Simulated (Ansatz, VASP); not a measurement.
## One calculation of Pd, two programs

```xyz
1
Lattice="-1.5827 1.5827 1.5827 1.5827 -1.5827 1.5827 1.5827 1.5827 -1.5827" Properties=species:S:1:pos:R:3 pbc="T T T"
Pd    0.0000    0.0000    0.0000
```

This isn't the form of Pd at room conditions, which is fcc.

Alike in both runs: task single point; functional LDA; k mesh 12 × 12 × 12; occupations fermi-dirac, width 0.05 eV; no spin polarisation.

|  | VASP | Ansatz |
| --- | --- | --- |
| version | VASP 6.6.1 | Ansatz 0.2.0 |
| potentials or method | VASP PAW LDA potentials, release 64 (Pd) | Ansatz PAW |
| plane-wave cutoff (eV) | 520 | 420 |
| valence electrons in the cell | 10 | 18 |

Ansatz gave:

* gap on the k mesh at the Fermi level (eV): none
* pressure (GPa): -17.8

**Question.** Which values does VASP return?

**Answer.** gap on the k mesh at the Fermi level (eV): none; pressure (GPa): -17.6.

A gap of «none» marks a metal or a gap that the smearing closes. The two sets of potentials don't hold the same shells in valence.

Caveats: so large a pressure means that the cell lies far from this level's equilibrium, or that cutoff or potentials fall short (VASP); the PAW data sets come from PBE, with cores solved anew for the run's functional, which leaves a small shift of forces and pressure (Ansatz).
